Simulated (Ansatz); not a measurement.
Ru: the change of pressure and energy less free atoms with volume scale

Results calculated with Ansatz 0.2.0, not measured. Periodic Kohn-Sham DFT of a crystal at fixed atoms, scaled to volume_scale times the given cell; pressure positive in compression, energy less spherical unpolarised free atoms, largest_vzz the field gradient of largest size among the nuclei.

The cell before it is scaled or strained (space group Fd-3m, No. 227):
```
CELL_PARAMETERS angstrom
0.00000 2.72700 2.72700
2.72700 0.00000 2.72700
2.72700 2.72700 0.00000
ATOMIC_POSITIONS crystal
Ru 0.00000 0.00000 0.00000
Ru 0.25000 0.25000 0.25000
```

Settings of every row: method all-electron LAPW; functional PBE; relativity scalar; k mesh 10x10x10; filling fermi-dirac; smearing width 0.03 eV; basis error target 0.5 meV/atom; nucleus gaussian.

Atom start moment: 0 on all atoms.

Limits: the cell comes from a prototype or a list of computed structures and needn't be the stable phase.

| row | volume scale | V (Å³/atom) | pressure (GPa) | energy less free atoms (eV/atom) |
| --- | --- | --- | --- | --- |
| 1 | 0.9405 | 19.073 | 11.636 | -8.0164 |
| 2 | 0.98 | 19.874 | ? | ? |
| 3 | 1 | 20.279 | 0.02 | -8.0578 |
| 4 | 1.02 | 20.685 | -3.076 | -8.0539 |
| 5 | 1.06 | 21.496 | -8.292 | -8.0246 |

Question: what pressure and energy less free atoms should row 2 give?

Worked fit of pressure. Take u = (V_r/V)^(2/3) − 1 with V_r = 20.482 Å³ an atom, which is twice the finite (Eulerian) strain; such expansions in the strain, on which the Birch-Murnaghan equation of state is built, carry the rest volume and the bulk modulus. The shown rows have u = 0.04866, 0.00666, -0.00655, -0.0317. Least squares give pressure = −1.5738 + 235.377 × u + 741.47 × u² GPa; a straight line predicts inner rows, each left out in turn, worse (root mean square 0.75 against 0.015 GPa). The rows lie off it by 0.001, -0.007, 0.008, -0.002 (root mean square 0.0054 GPa). The pressure vanishes at u = 0.0066, or V = 20.28 Å³ an atom, and there the bulk modulus at fixed shape and fractions is B = −V dP/dV = (2/3)(1 + u) dP/du = 164 GPa. The withheld row has u = 0.02029, so the fit gives −1.5738 + 235.377 × (0.02029) + 741.47 × (0.02029)² = 3.507 GPa.

The calculation gave 3.493 GPa. The fit lies 0.014 GPa (0.07 % of the column's range) above it; its largest miss of a shown row is 0.008 GPa.

Worked fit of energy less free atoms. Take u = (V_r/V)^(2/3) − 1 with V_r = 20.482 Å³ an atom, which is twice the finite (Eulerian) strain; such expansions in the strain, on which the Birch-Murnaghan equation of state is built, carry the rest volume and the bulk modulus. The shown rows have u = 0.04866, 0.00666, -0.00655, -0.0317. Least squares give energy less free atoms = −8.05684 − 0.2884 × u + 23.004 × u² eV/atom; a straight line predicts inner rows, each left out in turn, worse (root mean square 0.023 against 0.00013 eV/atom). The rows lie off it by 0.0000, -0.0001, 0.0001, 0.0000. Its lowest point lies at u = 0.0063, or V = 20.29 Å³ an atom, and the curvature there gives the bulk modulus at fixed shape and fractions, B = (4/9)(1 + u)² E″(u)/V = 163 GPa. The withheld row has u = 0.02029, so the fit gives −8.05684 − 0.2884 × (0.02029) + 23.004 × (0.02029)² = -8.0532 eV/atom.

The calculation gave -8.0534 eV/atom. The fit lies 0.0002 eV/atom (0.48 % of the column's range) above it; its largest miss of a shown row is 0.0001 eV/atom.
